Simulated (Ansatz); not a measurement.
## CHF3 (trifluoromethane): the energy, rung by rung

The species is CHF3 (5 atoms), meant as a singlet with charge 0. As SMILES, `FC(F)F`. The shape is that of a GFN2-xTB optimisation.

```xyz
5

F    -0.6677   -0.3324    1.0751
C     0.0190    0.0546    0.0068
F     1.0424   -0.7749   -0.1574
F    -0.7713   -0.0388   -1.0564
H     0.3776    1.0915    0.1320
```

Each level gives the energy change with the F1–C2 bond stretched from 1.328 to 2.655 Å (eV). The values are calculated.

| level | kind | program | value (eV) | less FCI/STO-3G | CPU time (all runs) |
| --- | --- | --- | --- | --- | --- |
| SVWN5/STO-3G (restricted) | LDA | Ansatz | 5.53 | +2.07 | 2.1 s |
| revPBE/STO-3G (restricted) | GGA | Ansatz | 4.62 | +1.16 | 2.7 s |
| r2SCAN/STO-3G (restricted) | meta-GGA | Ansatz | 5.26 | +1.80 | 6 s |
| B3LYP/STO-3G (restricted) | global hybrid | Ansatz | 5.61 | +2.15 | 3.2 s |
| r2SCAN0/STO-3G (restricted) | hybrid meta-GGA | Ansatz | 6.35 | +2.89 | 6.3 s |
| wB97M-V/STO-3G (restricted) | range-separated hybrid | Ansatz | 6.56 | +3.10 | 42 s |
| MP2/STO-3G (restricted) | perturbation theory | Ansatz | 5.11 | +1.65 | 0.32 s |
| CCSD(T)/STO-3G (restricted) | coupled cluster or CI | Ansatz | 3.37 | -0.09 | 0.78 s |
| CCSDT/STO-3G (restricted) | coupled cluster or CI | Ansatz | 3.50 | +0.04 | 1.8 s |
| FCI/STO-3G | exact in the basis | Ansatz | 3.46 | 0.00 | 70 s |

FCI/STO-3G is exact within its basis and frozen core, so for wave-function methods in that basis the difference is their error; functionals converge differently with the basis, so for them it is only a difference. The first shape isn't each level's own minimum. The values span 3.37 to 6.56 eV. All rows use very small basis sets, so none should be taken for the real molecule's value. Times are those of the runs behind each value, whatever else they computed, on shared processors of several kinds: orders of magnitude only.

Stretching the C–F bond brings its σ and σ* orbitals close in energy, so the singlet needs both the bonding and the doubly excited configuration. A restricted single determinant instead keeps too much ionic character in the separating fragments, which raises the stretched end. MP2 recovers too little of this left-right correlation and overshoots FCI by 1.65 eV, whereas CCSD(T) and CCSDT land within 0.09 eV of it on opposite sides.

Among the functionals, going from r2SCAN to r2SCAN0 raises the cost from 5.26 to 6.35 eV. Semilocal exchange mimics part of the left-right correlation, and exact exchange removes that part. The hybrids' higher values are therefore no sign of a better description of the bond.

Even the FCI value of 3.46 eV is low for a bond as strong as C–F, probably because a minimal basis cannot polarise or let the fluorine density expand. The close coupled-cluster agreement at this one stretch doesn't establish that it survives to full dissociation.
